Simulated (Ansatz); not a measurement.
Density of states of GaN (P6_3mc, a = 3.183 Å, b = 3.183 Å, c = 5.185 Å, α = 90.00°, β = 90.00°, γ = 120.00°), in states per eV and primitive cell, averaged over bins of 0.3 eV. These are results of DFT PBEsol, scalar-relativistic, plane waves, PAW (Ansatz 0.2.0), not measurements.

Plane waves to 420 eV, a k mesh through Γ of 12×12×6 on the computed 4-atom cell and Gaussian smearing (0.02 eV); no spin polarisation.

The cell is relaxed at this level. The states (both spins) are summed by tetrahedra on a 18×18×9 mesh at the self-consistent density. Energies are bin centres; the table starts no lower than −8 eV and ends at 6 eV, or lower where the solved bands end.

The gap is 1.88 eV at this level, with the zero inside it.

```
E − E_F (eV) total N 2p Ga 4p Ga 4s N 2s
       -7.90   0.08  0.04   0.02   0.02  0.00
       -7.60   0.85  0.45   0.13   0.25  0.01
       -7.30   1.89  1.01   0.23   0.58  0.04
       -7.00   2.66  1.43   0.26   0.84  0.08
       -6.70   1.65  0.89   0.16   0.47  0.09
       -6.40   1.40  0.76   0.15   0.35  0.11
       -6.10   1.20  0.65   0.15   0.25  0.12
       -5.80   0.97  0.53   0.17   0.14  0.10
       -5.50   0.88  0.49   0.17   0.11  0.08
       -5.20   1.42  0.86   0.31   0.15  0.07
       -4.90   1.27  0.79   0.27   0.12  0.06
       -4.60   1.44  0.92   0.30   0.11  0.07
       -4.30   1.65  1.08   0.35   0.11  0.07
       -4.00   1.81  1.24   0.38   0.10  0.06
       -3.70   2.01  1.43   0.40   0.08  0.05
       -3.40   2.34  1.71   0.44   0.08  0.05
       -3.10   2.47  1.86   0.44   0.07  0.04
       -2.80   2.93  2.27   0.47   0.06  0.04
       -2.50   3.70  2.99   0.53   0.05  0.03
       -2.20   2.83  2.34   0.35   0.03  0.02
       -1.90   2.06  1.75   0.21   0.02  0.01
       -1.60   1.35  1.18   0.10   0.01  0.01
       -1.30   0.87  0.79   0.04   0.00  0.00
       -1.00   0.27  0.25   0.01   0.00  0.00
       -0.70   0.00  0.00   0.00   0.00  0.00
       -0.40   0.00  0.00   0.00   0.00  0.00
       -0.10   0.00  0.00   0.00   0.00  0.00
        0.20   0.00  0.00   0.00   0.00  0.00
        0.50   0.00  0.00   0.00   0.00  0.00
        0.80   0.00  0.00   0.00   0.00  0.00
        1.10   0.00  0.00   0.00   0.00  0.00
        1.40   0.02  0.00   0.00   0.01  0.01
        1.70   0.04  0.01   0.00   0.01  0.02
        2.00   0.07  0.01   0.01   0.02  0.02
        2.30   0.10  0.02   0.02   0.03  0.04
        2.60   0.14  0.03   0.03   0.03  0.05
        2.90   0.21  0.05   0.04   0.04  0.07
        3.20   0.52  0.08   0.18   0.09  0.15
        3.50   1.24  0.16   0.46   0.21  0.34
        3.80   1.49  0.21   0.58   0.25  0.38
        4.10   1.70  0.24   0.69   0.27  0.38
        4.40   1.96  0.30   0.84   0.28  0.34
        4.70   1.97  0.32   0.81   0.32  0.32
        5.00   1.58  0.27   0.59   0.33  0.24
        5.30   1.39  0.29   0.52   0.27  0.16
        5.60   0.96  0.23   0.31   0.22  0.09
```

The columns after the total are the main Löwdin projections on the occupied valence shells of the potentials; 1 other is left out. The rest of the total lies in those, in shells that are empty in the free atom, which aren't projected, and between the atoms.

Cost: 1 run of about 2.1 core-minutes, on Arm Neoverse N1 (shared hosts).